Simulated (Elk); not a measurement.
# Input and output of a self-consistent single point for CsBr (Pm-3m, 2 atoms in the cell) (Elk)

Level of theory: PBE, all-electron FP-LAPW, Elk's shipped species files, default APW+lo basis run with Elk.

This input was run:

```
tasks
  0

xctype
  20

stype
  0

swidth
  0.0001

maxscl
  100

avec
    8.1979418437    0.0000000000    0.0000000000
    0.0000000000    8.1979418437    0.0000000000
    0.0000000000    0.0000000000    8.1979418437

sppath
  'species/'

atoms
  2
  'Cs.in'
  1
  0.0000000000  0.0000000000  0.0000000000    0.0 0.0 0.0
  'Br.in'
  1
  0.5000000000  0.5000000000  0.5000000000    0.0 0.0 0.0

ngridk
  6 6 6
```

The program printed (abridged):

```
│ Elk code version 10.2.4 │

All units are atomic (Hartree, Bohr, etc.)

│ Ground-state run starting from atomic densities │

Lattice vectors :
   8.197941844       0.000000000       0.000000000
   0.000000000       8.197941844       0.000000000
   0.000000000       0.000000000       8.197941844

Unit cell volume      :    550.9529329
Brillouin zone volume :   0.4502203339

Muffin-tin inner radius fraction :   0.1000000000E-01

Nuclei treated as point charges

Species :    1 (Cs)
 parameters loaded from : Cs.in
 name : caesium
 nuclear charge    :   -55.00000000
 electronic charge :    55.00000000
 atomic mass :    242271.8144
 muffin-tin radius :    2.800000000
 number of radial points in muffin-tin :    697
 atomic positions (lattice), magnetic fields (Cartesian) :
   1 :   0.00000000  0.00000000  0.00000000    0.00000000  0.00000000  0.00000000

Species :    2 (Br)
 parameters loaded from : Br.in
 name : bromine
 nuclear charge    :   -35.00000000
 electronic charge :    35.00000000
 atomic mass :    145656.0815
 muffin-tin radius :    2.400000000
 number of radial points in muffin-tin :    497
 atomic positions (lattice), magnetic fields (Cartesian) :
   1 :   0.50000000  0.50000000  0.50000000    0.00000000  0.00000000  0.00000000

Total number of atoms per unit cell :    2

Spin treatment :
 spin-unpolarised

Number of Bravais lattice symmetries :   48
Number of crystal symmetries         :   48
Crystal has inversion symmetry
Real symmetric eigensolver will be used

k-point grid :      6     6     6
k-point offset :    0.000000000       0.000000000       0.000000000
k-point set is reduced with full crystal symmetry group
Total number of k-points :       20

Muffin-tin radius times maximum |G+k| :    7.000000000
 using average radius
Maximum |G+k| for APW functions       :    2.692307692
Maximum (1/2)|G+k|²                   :    3.624260355
Maximum |G| for potential and density :    12.00000000
 potential will be trimmed for |G| > 2 gkmax
Constant for pseudocharge density :    8
Radial integration step length :    4

G-vector grid sizes :     32    32    32
Number of G-vectors :    16135

Maximum angular momentum used for
 APW functions                      :    8
 outer part of muffin-tin           :    6
 inner part of muffin-tin           :    1

Total nuclear charge    :   -90.00000000
Total core charge       :    54.00000000
Total valence charge    :    36.00000000
Total excess charge     :    0.000000000
Total electronic charge :    90.00000000

Effective Wigner radius, rₛ :    1.134822123

Number of empty states         :    8
Total number of valence states :   26
Total number of core states    :   54

Total number of local-orbitals :   33

Exchange-correlation functional :     20     0     0
 Perdew-Burke-Ernzerhof, Phys. Rev. Lett. 77, 3865 (1996)
 gradient requirement :    1
 generalised gradient approximation (GGA)

Smearing type :    0
 Gaussian
Smearing width :   0.1000000000E-03
Effective electronic temperature (K) :    31.57750248

Mixing type :    3
 Broyden mixing, J. Phys. A: Math. Gen. 17, L317 (1984)

Kohn-Sham potential initialised from atomic data

│ Self-consistent loop started │
│ Loop number : 1 │
 total energy                :     -10404.9476422
│ Loop number : 2 │
 total energy                :     -10404.9038422
RMS change in Kohn-Sham potential (target) :   0.1507889572     (  0.1000000000E-05)
Absolute change in total energy (target)   :   0.4380002883E-01 (  0.1000000000E-03)
│ Loop number : 3 │
 total energy                :     -10404.4693334
RMS change in Kohn-Sham potential (target) :   0.1404367822     (  0.1000000000E-05)
Absolute change in total energy (target)   :   0.4454587974     (  0.1000000000E-03)
│ Loop number : 4 │
 total energy                :     -10401.7646725
RMS change in Kohn-Sham potential (target) :   0.8737609750E-01 (  0.1000000000E-05)
Absolute change in total energy (target)   :    2.816025564     (  0.1000000000E-03)
│ Loop number : 5 │
 total energy                :     -10398.9350660
RMS change in Kohn-Sham potential (target) :   0.3224814344E-01 (  0.1000000000E-05)
Absolute change in total energy (target)   :    3.533612976     (  0.1000000000E-03)
│ Loop number : 6 │
 total energy                :     -10397.7535671
RMS change in Kohn-Sham potential (target) :   0.8728591148E-02 (  0.1000000000E-05)
Absolute change in total energy (target)   :    2.064902144     (  0.1000000000E-03)
│ Loop number : 7 │
 total energy                :     -10397.2944207
RMS change in Kohn-Sham potential (target) :   0.9589126447E-03 (  0.1000000000E-05)
Absolute change in total energy (target)   :   0.9753718863     (  0.1000000000E-03)
│ Loop number : 8 │
 total energy                :     -10397.2457725
RMS change in Kohn-Sham potential (target) :   0.2878877620E-03 (  0.1000000000E-05)
Absolute change in total energy (target)   :   0.2924911723     (  0.1000000000E-03)
│ Loop number : 9 │
 total energy                :     -10397.2190397
RMS change in Kohn-Sham potential (target) :   0.6166090574E-04 (  0.1000000000E-05)
Absolute change in total energy (target)   :   0.9985556253E-01 (  0.1000000000E-03)
│ Loop number : 10 │
 total energy                :     -10397.2156470
RMS change in Kohn-Sham potential (target) :   0.1802671615E-04 (  0.1000000000E-05)
Absolute change in total energy (target)   :   0.2835664414E-01 (  0.1000000000E-03)
│ Loop number : 11 │
 total energy                :     -10397.2144138
RMS change in Kohn-Sham potential (target) :   0.7086046981E-05 (  0.1000000000E-05)
Absolute change in total energy (target)   :   0.8322372709E-02 (  0.1000000000E-03)
│ Loop number : 12 │
 total energy                :     -10397.2141187
RMS change in Kohn-Sham potential (target) :   0.2275337513E-05 (  0.1000000000E-05)
Absolute change in total energy (target)   :   0.2375662860E-02 (  0.1000000000E-03)
│ Loop number : 13 │
 total energy                :     -10397.2142583
RMS change in Kohn-Sham potential (target) :   0.7708541094E-06 (  0.1000000000E-05)
Absolute change in total energy (target)   :   0.4543588366E-03 (  0.1000000000E-03)
│ Loop number : 14 │
 total energy                :     -10397.2143003
RMS change in Kohn-Sham potential (target) :   0.3504621769E-06 (  0.1000000000E-05)
Absolute change in total energy (target)   :   0.7158759399E-04 (  0.1000000000E-03)
Convergence targets achieved

│ Loop number : 15 │

Energies :
 Fermi                       :     0.474921431189E-01
 sum of eigenvalues          :     -6297.03104186
 electron kinetic            :      10967.8164349
 core electron kinetic       :      10492.6622379
 Coulomb                     :     -21079.7956761
 Coulomb potential           :     -16892.9715549
 nuclear-nuclear             :     -805.676882938
 electron-nuclear            :     -23655.2660314
 Hartree                     :      3381.14723825
 Madelung                    :     -12633.3098986
 xc potential                :     -371.875921820
 exchange                    :     -280.583810026
 correlation                 :     -4.65125228096
 total energy                :     -10397.2143035

Density of states at Fermi energy :   0.8420347322E-05
 (states/Hartree/unit cell)

Estimated indirect band gap :   0.1629297159
 from k-point     10 to k-point      1
Estimated direct band gap   :   0.1631618025
 at k-point      1

Charges :
 core                        :    54.00000000
 valence                     :    36.00000000
 interstitial                :    3.488734630
 muffin-tins (core leakage)
  species :    1 (Cs)
   atom    1                 :    53.01487650     (  0.1230464760E-04)
  species :    2 (Br)
   atom    1                 :    33.49638887     (  0.2312741606E-04)
 total in muffin-tins        :    86.51126537
 total calculated charge     :    89.98689029
 total charge                :    90.00000000
 error                       :   0.1310970968E-01

│ Self-consistent loop stopped │
```

The run converged in 15 iterations. The count includes the last loop, which Elk runs after its targets are met.

The starting cell comes from a database of computed structures (which also holds hypothetical and non-ambient phases and stackings), without a prior relaxation at this level. Its lattice was rescaled by a random factor within 2.5 % of one. Values depend on the basis (sphere radii, cutoffs, local orbitals), which need not be converged.
